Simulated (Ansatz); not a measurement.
# GaP (F-43m) in Ansatz: a series of runs

One crystal, GaP, is run at these levels: LDA; tasks: phonons, elastic constants.

All numbers are computed with Ansatz 0.2.0; they aren't measurements. Logs are shortened: lines on timing, memory, paths and dates and some standing lists are left out, and cuts for length are marked.

**Experimental background.**

“Stacking defects in GaP nanowires: Electronic structure and optical properties”, 2018, arxiv:1810.01194 quotes, for a bulk crystal of GaP at 10 K: band gap 2.34 eV (indirect).

The runs below are set against these values where they give the same quantity.

### 1 The crystal as given

The structure is cubic, space group F-43m (No. 216). Conventional cell: a = 5.451 Å, b = 5.451 Å, c = 5.451 Å, α = 90.00°, β = 90.00°, γ = 90.00°. Around Ga (site symmetry -43m) lie 4 P at 2.36 Å. P (site symmetry -43m) has 4 Ga at 2.36 Å as nearest neighbours.

### 2 Phonons, LDA

input.yaml

```yaml
crystal:
  lattice:
    - [0.0, 2.72525, 2.72525]
    - [2.72525, 0.0, 2.72525]
    - [2.72525, 2.72525, 0.0]
  atoms:
    - { symbol: Ga, position: [0.0, 0.0, 0.0] }
    - { symbol: P, position: [0.75, 0.75, 0.75] }
hamiltonian:
  xc: lda
  pseudopotentials: { kind: paw }
kpoints:
  mp_grid: { grid: [6, 6, 6] }
scf:
  occupations: { method: fixed }
phonons:
  method: dfpt
  dielectric: true
  rigid_motions: translations
  qmesh: [2, 2, 2]
  temperatures: { t_max: 1000, t_step: 100 }
  qpath:
    path:
      - [[0.0, 0.0, 0.0], [0.5, 0.0, 0.5], [0.5, 0.25, 0.75], [0.375, 0.375, 0.75], [0.0, 0.0, 0.0], [0.5, 0.5, 0.5], [0.625, 0.25, 0.625], [0.5, 0.25, 0.75], [0.5, 0.5, 0.5], [0.375, 0.375, 0.75]]
      - [[0.625, 0.25, 0.625], [0.5, 0.0, 0.5]]
    npoints: 8
```

Potentials or basis: Ansatz PAW.

Run with:

```console
ansatz run input.yaml --threads 2 --pin off --max-ram 5632MiB --backend cpu --events-out ev --progress --plain --runs-dir out
```

The log of the run:

```text
Warning: phonons: the dynamical matrix that this run interpolates holds no multipole term above the dipole-dipole one, and a site of this crystal is no centre of inversion, so its interpolated transverse optical and acoustic branches and sound speeds can stay off near Gamma, and the density of states and the thermodynamics with them. What a run solves at a wave vector of phonons.qpoints, Gamma apart, where the deck admits one, is free of this, and under fd what a larger phonons.supercell samples
Warning: RAYON_NUM_THREADS=2 ignored (pool sized by the plan → 2); use --threads N
Engine: ansatz 0.2.0, x86_64-unknown-linux-gnu
Pseudopotentials: kind: paw
Pseudopotential: Ga, paw, valence charge 13, recommended cutoff 420 eV (normal), Ga.paw.azcp
Pseudopotential: P, paw, valence charge 5, recommended cutoff 420 eV (normal), P.paw.azcp
Functional definition: SPW92
  exchange = slater_x
  correlation = pw_c
Crystal: 2 atoms, lattice volume = 40.481 Å³
Basis set: ecut = 420 eV, 749 PW (Γ), exchange–correlation on 54×54×54 points (8 copies of the dense FFT grid, shifted against one another)
Bands: 13, of which v1, the nominal top of the filled ones, is band 9 counted from 1 (8 counted from 0)
Symmetry: 24 space group operations
k-points: 46 of 216 (irreducible under 4 space group operations, time reversal used)
Non-local potential: Ga, projectors of the file, l = 0: 2, l = 1: 2, l = 2: 3, l = 3: 1
Non-local potential: P, projectors of the file, l = 0: 2, l = 1: 2, l = 2: 2
PAW form: soft (Blöchl's): semilocal exchange-correlation on the pseudo side does not see the compensation charge
PAW frozen core: Ga, regenerated for the run's functional, and the local potential with it (the file was generated under x = pbe(κ = 0.804, μ = 0.2195149727645171), c = pbe(β = 0.06672455060314922))
PAW frozen core: P, regenerated for the run's functional, and the local potential with it (the file was generated under x = pbe(κ = 0.804, μ = 0.2195149727645171), c = pbe(β = 0.06672455060314922))
PAW one-centre angular grid: Ga, 590 points (default); XC on 64 Gauss nodes
PAW one-centre angular grid: P, 110 points (default); XC on 64 Gauss nodes
Initial density: superposition of atomic densities (neutral atoms: chi_scale 0, normalization atom), corrected by the library's trained network
Initial wavefunctions: pseudopotential atomic-orbital guess
Functional: x = slater, c = lda
SCF iter   1: F=—  HF=-4433.744228 eV  |F-HF|=—  |Δ(HF+E_count)|=         —  Δρ=6.00e-3  dr2=1.48e-2  ethr=1.77e-3  ⟨swp⟩=5.0  Hψ=3156  notcnv=0  defer=82
preconditioner: auto → none  [insulator: Δε(μ)=1.435 eV  Ē_g=15.498 eV  n_scr=14 (ndim 8)  ℏωp=24.8 eV  f_vac=0.011  ε∞_Penn≈3.6]
SCF iter   2: F=—  HF=-4433.739064 eV  |F-HF|=—  |Δ(HF+E_count)|=   5.16e-3  Δρ=2.97e-3  dr2=1.57e-3  ethr=8.23e-5  ⟨swp⟩=2.8  Hψ=1206  notcnv=0  defer=87
SCF iter   3: F=—  HF=-4433.738648 eV  |F-HF|=—  |Δ(HF+E_count)|=   4.16e-4  Δρ=9.46e-4  dr2=2.77e-4  ethr=8.71e-6  ⟨swp⟩=2.8  Hψ=1166  notcnv=0  defer=88
SCF iter   4: F=—  HF=-4433.738547 eV  |F-HF|=—  |Δ(HF+E_count)|=   1.01e-4  Δρ=3.46e-4  dr2=2.22e-5  ethr=1.54e-6  ⟨swp⟩=2.0  Hψ=1115  notcnv=0  defer=81
SCF iter   5: F=—  HF=-4433.738545 eV  |F-HF|=—  |Δ(HF+E_count)|=   1.97e-6  Δρ=1.85e-5  dr2=9.75e-8  ethr=1.23e-7  ⟨swp⟩=2.9  Hψ=1017  notcnv=0  defer=67
SCF iter   6: F=—  HF=-4433.738546 eV  |F-HF|=—  |Δ(HF+E_count)|=   9.29e-7  Δρ=3.79e-6  dr2=7.02e-9  ethr=5.42e-10  ⟨swp⟩=3.5  Hψ=1177  notcnv=0  defer=66
SCF iter   7: F=—  HF=-4433.738546 eV  |F-HF|=—  |Δ(HF+E_count)|=   1.47e-9  Δρ=8.56e-7  dr2=1.64e-10  ethr=3.90e-11  ⟨swp⟩=2.0  Hψ=769  notcnv=0  defer=66
SCF iter   8: F=-4433.738546 eV  HF=-4433.738546 eV  |F-HF|=1.82e-12  |Δ(HF+E_count)|=  2.91e-11  Δρ=1.43e-7  dr2=6.26e-12  ethr=1.00e-12  ⟨swp⟩=10.7  Hψ=3968  notcnv=0
SCF 1 converged in 8 iterations: F = -4433.738546 eV  dr2 = 6.26e-12
NSCF: frozen V_eff on 2 k-points
DFPT response loops at Γ: preconditioner auto → none (the input reference at scf.mixing.eps_inf says where Resta's filter doesn't serve); β = 0.50; Broyden in place of MSR1
── the response to a field inside a basis, on 8×8×8 k-points: an SCF that follows is theirs, and a resumed run solves both again ──
Bands: 10, of which v1, the nominal top of the filled ones, is band 9 counted from 1 (8 counted from 0)
k-points: 60
Initial density: handed on by an earlier stage of this run
Initial wavefunctions: pseudopotential atomic-orbital guess (no wavefunctions were taken with the density)
Eigensolver: Dense (60 Hₖ)
SCF iter   1: F=—  HF=-4433.755973 eV  |F-HF|=—  |Δ(HF+E_count)|=         —  Δρ=4.67e-4  dr2=1.33e-4  ethr=1.00e-1
preconditioner: auto → none  [insulator: Δε(μ)=1.583 eV  Ē_g=13.136 eV  n_scr=14 (ndim 8)  ℏωp=24.8 eV  f_vac=0.005  ε∞_Penn≈4.6]
SCF iter   2: F=—  HF=-4433.755930 eV  |F-HF|=—  |Δ(HF+E_count)|=   4.29e-5  Δρ=1.59e-4  dr2=7.03e-6  ethr=7.41e-7
SCF iter   3: F=—  HF=-4433.755928 eV  |F-HF|=—  |Δ(HF+E_count)|=   1.42e-6  Δρ=7.19e-5  dr2=1.40e-6  ethr=3.90e-8
SCF iter   4: F=—  HF=-4433.755928 eV  |F-HF|=—  |Δ(HF+E_count)|=   1.38e-7  Δρ=2.33e-5  dr2=1.12e-7  ethr=7.77e-9
SCF iter   5: F=-4433.755928 eV  HF=-4433.755928 eV  |F-HF|=2.55e-11  |Δ(HF+E_count)|=   9.93e-8  Δρ=3.89e-6  dr2=2.51e-9  ethr=6.24e-10
SCF 1 converged in 5 iterations: F = -4433.755928 eV  dr2 = 2.51e-9
DFPT response loops at Γ: mixed as the last ones told, above
WARN: field response: ε∞ stands inside a basis, on 8×8×8 points; the force constants stand on the 6×6×6 k-mesh, whose period is 9.51 times the interband length at k = (0.0000, 0.0000, 0.0000), direct gap 1.606 eV, under 14: take them and everything formed from them as unconverged, and compare with a denser kpoints.mp_grid
NSCF: frozen V_eff on 16 k-points
NSCF: frozen V_eff on 136 k-points
DFPT response loops at q = (0, 0, -0.5) (fractional): preconditioner auto → Resta (q_TF=auto, 2.384 Å⁻¹)  ε∞=6.3 (no band partly filled); β = 1.00, the filter's whole step (`scf.mixing.beta` (0.50) is not read by the response loops at its default; to damp them type it under 1.00, their step now; it binds the ground state too); Broyden in place of MSR1
NSCF: frozen V_eff on 92 k-points
DFPT response loops at q = (0, -0.5, -0.5) (fractional): mixed as the last ones told, above
SCF converged after 8 iterations
Free energy (F): -4433.738546 eV
Harris-Foulkes:  -4433.738546 eV  (|F-HF|=1.82e-12)
Internal energy: -4433.738546 eV  (E = F + TS)
E sigma→0 (E₀):  -4433.738546 eV
Fermi energy:    6.848036 eV
--- Per-component energies (eV) ---
  E_band       = -64.405102
  E_kinetic    = 186.696577
  E_local      = -2206.028196  (includes V_loc(G=0)·N_el)
  E_nonlocal   = 462.040740
  E_hartree    = 1017.481569
  E_xc         = -130.094074
  E_vxc        = -119.631372  (∫ρ·V_xc dr)
  E_paw        = -2453.035933  (= ΣΔE_a)
  E_vpaw       = -422.445897  (= ΣTr[D̂ρ^β])
  E_aug_tail   = -0.000117  (compensation charges beyond the density's cutoff)
  E_ewald      = -1312.644944
  E_core_change = 1.845831  (= ΣΔE_core)
  E_smearing   = -0.000000  (= −TS)
  E_closure    = -0.000000  (closes the sum)
  Σ components = -4433.738546   (vs F -4433.738546, Δ=0.00e0)
--- Band table (eV; the first three rows and the last of 46) ---
  k-point 0: bands = ["-7.8429", "-7.8429", "-7.8429", "-7.7449", "-7.7449", "-5.6731", "6.8480", "6.8480", "6.8480", "8.4543", "10.6292", "10.6292", "10.6292"]
  k-point 1: bands = ["-7.8641", "-7.8352", "-7.8352", "-7.7448", "-7.7448", "-5.3171", "4.4042", "6.4703", "6.4703", "9.0909", "11.1818", "11.1818", "11.7258"]
  k-point 2: bands = ["-7.9020", "-7.8228", "-7.8228", "-7.7414", "-7.7414", "-4.3650", "1.5694", "5.9296", "5.9296", "8.5719", "11.5617", "11.5617", "14.2503"]
  k-point 45: bands = ["-7.9302", "-7.8094", "-7.7914", "-7.7558", "-7.7374", "-2.9140", "0.3612", "3.1028", "4.3374", "10.6413", "11.2613", "13.0730", "14.5304"]
--- Phonons (Γ-DFPT): 2 representative perturbations + reference, on 46 of 216 k-points (Σ response iterations 6) ---
  k mesh reduced under 4 symmetry operations, with k and −k counted as one. Each operation leaves every solved perturbation unchanged. A smaller set is not considered because the run solves the response to a homogeneous field
  ASR residual: 1.273e-4 → 0.000e0 eV/Å²; symmetrization residual: 3.108e-6 eV/Å²
  ASR residual per site (eV/Å²): 2.59e-5 1.27e-4
  Γ frequencies (cm⁻¹): 0.00 0.00 0.00 350.88 350.88 350.88
  ε∞ (high-frequency dielectric tensor):
       10.917344    -0.000000     0.000000
       -0.000000    10.917344     0.000000
        0.000000     0.000000    10.917344
  ε⁰ (static dielectric tensor: ions relaxed, cell fixed):
       12.950442    -0.000000     0.000000
       -0.000000    12.950442     0.000000
        0.000000     0.000000    12.950442
  ε⁰ − ε∞ (ionic part):
        2.033098    -0.000000     0.000000
       -0.000000     2.033098    -0.000000
        0.000000    -0.000000     2.033098
  softest optical mode at Γ: 350.88 cm⁻¹; the repairs (sum rule, projections) moved no ω² at Γ by more than (1.13 cm⁻¹)²
  Born effective charges Z* (e; rows j = field, columns β = displacement):
    site 0:
         2.10147    0.00000    0.00000
        -0.00000    2.10147    0.00000
         0.00000    0.00000    2.10147
    site 1:
        -2.10147   -0.00000   -0.00000
         0.00000   -2.10147   -0.00000
        -0.00000   -0.00000   -2.10147
  Z* charge neutrality: 4.718e-5 e pre-enforcement
  solved inside a basis spanned on kpoints, on 8×8×8 k-points transformed towards the longest dipole: ε∞ is read to err by 3.1e-2, Z* by 1.3e-2 e (field_mesh: kpoints solves on kpoints); Z* is corrected for what the basis lacks
  optical modes at Γ without the LO–TO term, one row a degenerate level:
      ω (cm⁻¹)  modes    IR ((D/Å)²/amu)
        350.88      3            14.2519
  optical modes at Γ + LO–TO along q̂ = [1.0000, 0.0000, 0.0000]:
      ω (cm⁻¹)  modes    IR ((D/Å)²/amu)
        350.88      2             9.5013
        382.15      1             4.7506
  optical modes at Γ + LO–TO along q̂ = [0.0000, 1.0000, 0.0000]:
      ω (cm⁻¹)  modes    IR ((D/Å)²/amu)
        350.88      2             9.5013
        382.15      1             4.7506
  optical modes at Γ + LO–TO along q̂ = [0.0000, 0.0000, 1.0000]:
      ω (cm⁻¹)  modes    IR ((D/Å)²/amu)
        350.88      2             9.5013
        382.15      1             4.7506
--- Phonons (arbitrary-q DFPT): 3 irreducible q on the 2×2×2 mesh ---
  q = [0.0000, 0.0000, 0.0000] (star 1, of the zone-centre solve; hermiticity 6.40e-7, symmetrization 1.27e-13): 0.00 0.00 0.00 350.88 350.88 350.88
  q = [0.0000, 0.0000, -0.5000] (star 4, 2 solved perturbations on 68 of 216 k-point pairs; hermiticity 2.57e-7, symmetrization 4.13e-13): 81.40 81.40 226.99 346.11 346.11 355.25
  q = [0.0000, -0.5000, -0.5000] (star 3, 4 solved perturbations in 152 linear systems a pass and spin channel, the states on 46 of 216 k-point pairs; hermiticity 1.37e-8, symmetrization 2.15e-13): 104.95 104.95 243.59 343.75 343.75 352.38
  sum rule: each row above includes the acoustic sum rule's correction from the zone centre's row sums; it moved no ω² by more than (1.06 cm⁻¹)²
  mesh force constants: q→R imaginary residual 4.17e-17; ASR residual 1.273e-4 → 0.000e0 eV/Å²; symmetrization residual 5.329e-15 eV/Å²
  interpolated dispersion: 83 rows × 6 modes
  density of states and harmonic sums: on the 20×20×20 q-mesh, interpolated from the force constants of a 2×2×2 supercell (with the dipole–dipole term)
  largest difference from the sums on the solved wave vectors: F 6.08e-2 eV, S 9.31e-5 and C_V 3.22e-5 eV/K
  zero-point energy: 0.089821 eV/cell   skipped modes (ω ≤ 0): 3   left out of the sums: 6.25e-5 of the cell's modes: C_V's classical limit lies that fraction below 3 k_B per atom; for a crystal, a wire or a layer, F and S can be off by more, and a phonons.interpolated_qmesh denser along its periods is the remedy for the sampling
```

It took 58 s on 2 threads of Intel Xeon at 2.50GHz (Skylake/Cascade Lake), shared host; peak memory 0.49 GiB.

What came out:

* Free energy: -4433.7385 eV
* Band gap on the k mesh: 1.49 eV, indirect (least direct gap 1.61 eV)
* Electronic dielectric tensor (diagonal): 10.92
* Born charges (mean of the diagonal): Ga +2.10; P -2.10 e
* Highest phonon frequency, LO-TO splitting left out: 355 cm⁻¹
* Static dielectric tensor (diagonal): 12.95

Levels at points of the mesh, in eV from the valence-band top:
| k point | band 5 | band 6 | band 7 | band 8 | band 9 | band 10 | band 11 | band 12 | band 13 |
| --- | --- | --- | --- | --- | --- | --- | --- | --- | --- |
| (0.00, 0.00, 0.00) | -14.59 | -12.52 | 0.00 | 0.00 | 0.00 | 1.61 | 3.78 | 3.78 | 3.78 |
| (0.00, 0.00, -0.50) | -14.59 | -10.44 | -6.72 | -1.13 | -1.13 | 1.50 | 4.62 | 4.62 | 8.04 |
| (0.00, -0.50, -0.50) | -14.57 | -9.52 | -6.85 | -2.71 | -2.71 | 1.49 | 1.67 | 10.42 | 10.42 |
| (-0.50, 0.00, 0.00) | -14.59 | -10.44 | -6.72 | -1.13 | -1.13 | 1.50 | 4.62 | 4.62 | 8.04 |
| (-0.50, 0.00, -0.50) | -14.57 | -9.52 | -6.85 | -2.71 | -2.71 | 1.49 | 1.67 | 10.42 | 10.42 |

Phonon frequencies in cm⁻¹ (negative: imaginary):
```tsv
q point	frequencies
(0.000, 0.000, 0.000)	0 0 0 351 351 351
(0.000, 0.000, -0.500)	81 81 227 346 346 355
(0.000, -0.500, -0.500)	105 105 244 344 344 352
```

Electronic dielectric tensor:
```
10.92  0.00  0.00
 0.00 10.92  0.00
 0.00  0.00 10.92
```

Born effective charge tensors (e):
atom 1, Ga
```
2.10 0.00 0.00
0.00 2.10 0.00
0.00 0.00 2.10
```
atom 2, P
```
-2.10  0.00  0.00
 0.00 -2.10  0.00
 0.00  0.00 -2.10
```

Static dielectric tensor, electrons and zone-centre modes:
```
12.95  0.00  0.00
 0.00 12.95  0.00
 0.00  0.00 12.95
```

Caveat: the q mesh is small, so phonon branches between its points and thermal values are rough; the PAW data sets come from PBE, with cores solved anew for the run's functional, which leaves a small shift of forces and pressure.

### 3 Elastic constants, LDA

input.yaml

```yaml
crystal:
  lattice:
    - [0.0, 2.72525, 2.72525]
    - [2.72525, 0.0, 2.72525]
    - [2.72525, 2.72525, 0.0]
  atoms:
    - { symbol: Ga, position: [0.0, 0.0, 0.0] }
    - { symbol: P, position: [0.75, 0.75, 0.75] }
hamiltonian:
  xc: lda
  pseudopotentials: { kind: paw }
kpoints:
  mp_grid: { grid: [6, 6, 6] }
scf:
  occupations: { method: fixed }
output:
  forces: true
  stress: true
elastic:
  mode: relaxed_ion
  stencil: two_point
```

Potentials or basis: Ansatz PAW.

Run with:

```console
ansatz run input.yaml --threads 2 --pin off --max-ram 5632MiB --backend cpu --events-out ev --progress --plain --runs-dir out
```

Run time: 25 s. Hardware: 2 threads of Intel Xeon at 2.50GHz (Skylake/Cascade Lake), shared host; peak memory 0.36 GiB.

The run converged. Its results:

- Free energy: -4433.7385 eV
- Pressure: -2.7 GPa
- Band gap on the k mesh: 1.49 eV, indirect (least direct gap 1.61 eV)
- Elastic constants C11, C12, C44: 130, 52, 68 GPa
- Voigt bulk modulus: 78 GPa

Levels at points of the mesh, in eV from the valence-band top:
```tsv
k point	band 7	band 8	band 9	band 10	band 11	band 12
(0.00, 0.00, 0.00)	0.00	0.00	0.00	1.61	3.78	3.78
(0.00, 0.00, -0.50)	-6.72	-1.13	-1.13	1.50	4.62	4.62
(0.00, -0.50, -0.50)	-6.85	-2.71	-2.71	1.49	1.67	10.42
```

Elastic tensor in Voigt notation (GPa, in the Cartesian axes of the cell as first typed):
```
130  52  52   0   0   0
 52 130  52   0   0   0
 52  52 130   0   0   0
  0   0   0  68   0   0
  0   0   0   0  68   0
  0   0   0   0   0  68
```

Caveat: the PAW data sets come from PBE, with cores solved anew for the run's functional, which leaves a small shift of forces and pressure.

### 4 Against experiment

Step 2. Measured gap of GaP: 2.34 eV (indirect; 10 K; quoted in “Stacking defects in GaP nanowires: Electronic structure and optical properties”, 2018, arxiv:1810.01194). This calculation gives 1.49 eV (-0.85 eV). Spin-orbit coupling on Ga is left out. The value is that of LDA on a finite k mesh, which can miss the band edges, without temperature or zero-point motion. Semilocal functionals fall short of measured gaps as a rule.

Step 3. A measured gap of GaP is 2.34 eV (indirect; 10 K; quoted in “Stacking defects in GaP nanowires: Electronic structure and optical properties”, 2018, arxiv:1810.01194); the calculated 1.49 eV misses it by -0.85 eV. Spin-orbit coupling on Ga is left out. The value is that of LDA on a finite k mesh, which can miss the band edges, without temperature or zero-point motion. Semilocal functionals fall short of measured gaps as a rule.
